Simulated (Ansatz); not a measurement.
We consider wurtzite InN, described by RPBE (Ansatz, a first-principles code, PAW).

Numerical settings: plane-wave cutoff 520 eV, 24×24×12 k mesh (along the axes of the cell as run), Fermi–Dirac smearing 0.05 eV, scalar-relativistic PAW data made under PBE.

Cell (relaxed at this level):

Space group P6₃mc (No. 186); a = 3.6107 Å, b = 3.6107 Å, c = 5.8364 Å, α = 90.00°, β = 90.00°, γ = 120.00°

```tsv
atom	site	symmetry	x	y	z
In	2b	3m.	0.3333	0.6667	0.0001
N	2b	3m.	0.3333	0.6667	0.3789
```

Question: Give the computed elastic constant C12, elastic constant C11, elastic constant C66, elastic constant C13, elastic constant C33 and elastic constant C44.

Answer: 
- elastic constant C12: 83.5 GPa
- elastic constant C11: 189 GPa
- elastic constant C66: 53.0 GPa
- elastic constant C13: 67.2 GPa
- elastic constant C33: 195 GPa
- elastic constant C44: 46.7 GPa

Note: the solid has no gap at this level, which affects its response.

Elastic constants are with the ions relaxed.

Spin–orbit coupling is not included.

Cost on a shared machine: very roughly 110 core-minutes.
